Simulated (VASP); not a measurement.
The system is CdS (Greenockite).

```
Cd S
1.0
     4.15000    0.00000    0.00000
    -2.07500    3.59401    0.00000
     0.00000    0.00000    6.73700
Cd S
2 2
Cartesian
  2.0750 1.1980 3.3685
  0.0000 2.3960 0.0000
  2.0750 1.1980 5.8949
  0.0000 2.3960 2.5264
```

* Program: VASP 6.6.1
* Task: relaxation of cell and atoms
* Functional: LDA
* Potentials or basis: VASP PAW LDA potentials, release 64 (Cd, S)
* Cutoff: 600 eV
* k mesh: 7 × 7 × 4
* Occupations: fermi-dirac, width 0.05 eV
* Spin: no spin polarisation

At the start: pressure -2.7 GPa; volume 25.12 Å³/atom.

Task: How do energy, volume and symmetry change on relaxing?

Result: Over 4 steps the energy falls by 9.9 meV/atom and the volume is 24.03 Å³/atom (-4.3 %); space group P6_3mc (No. 186, to 0.05 Å).

The path:
| step | energy change (eV) | largest force (eV/Å) | pressure (GPa) | volume (Å³) |
| --- | --- | --- | --- | --- |
| 1 | 0.0000 | 0.0634 | -2.70 | 100.48 |
| 2 | -0.0330 | 0.0040 | 1.25 | 94.45 |
| 3 | -0.0393 | 0.0189 | 0.01 | 96.10 |
| 4 | -0.0394 | 0.0004 | 0.00 | 96.12 |

Final structure:
```
Cd S
1.0
     4.08292    0.00000    0.00000
    -2.04146    3.53592    0.00000
     0.00000    0.00000    6.65792
Cd S
2 2
Direct
  0.66667 0.33333 0.49954
  0.33333 0.66667 0.99954
  0.66667 0.33333 0.87546
  0.33333 0.66667 0.37546
```
